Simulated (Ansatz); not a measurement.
# Random displacements in BN

Method: DFT r2SCAN, scalar-relativistic, plane waves, PAW in Ansatz 0.2.0. The runs took a 500 eV cutoff, a Γ-centred 12×12×6 mesh and Gaussian smearing (0.05 eV). No spin polarisation. Energies are free energies at this smearing, counted from the undisturbed cell; pressure is positive in compression.

Reference structure (as given, not relaxed at this level; this wurtzite form isn't the usual structure):

```
B N
1.0
     2.55394    0.00000    0.00000
    -1.27697    2.21178    0.00000
     0.00000    0.00000    4.22685
B N
2 2
Direct
  0.66667 0.33333 0.99972
  0.33333 0.66667 0.49972
  0.66667 0.33333 0.62528
  0.33333 0.66667 0.12528
```

The atoms are displaced (Å, in the unstrained cell):

```csv
atom,ux,uy,uz
B1,0.011,-0.074,0.024
B2,-0.082,-0.011,0.030
N3,0.125,0.091,0.048
N4,-0.054,-0.006,-0.102
```

Strain (Voigt, engineering shear): (0.0136, -0.0001, 0.0194, 0.0477, -0.0235, -0.0195).

Task: What are the energy change, the stress and the forces?

Result: ΔE = 322.4 meV/atom; stress (xx, yy, zz, yz, xz, xy; compression positive) (3.26, 8.51, -7.37, -18.14, 0.13, 16.40) GPa; gap on the mesh 4.99 eV.
```csv
atom,Fx (eV/Å),Fy,Fz
B1,-0.56,2.73,-1.92
B2,5.30,2.86,-1.67
N3,-5.98,-3.62,-0.85
N4,1.24,-1.97,4.44
```

Cost: 1 run of about 0.2 core-minutes, on Intel Xeon 6975P-C (Granite Rapids) (shared hosts).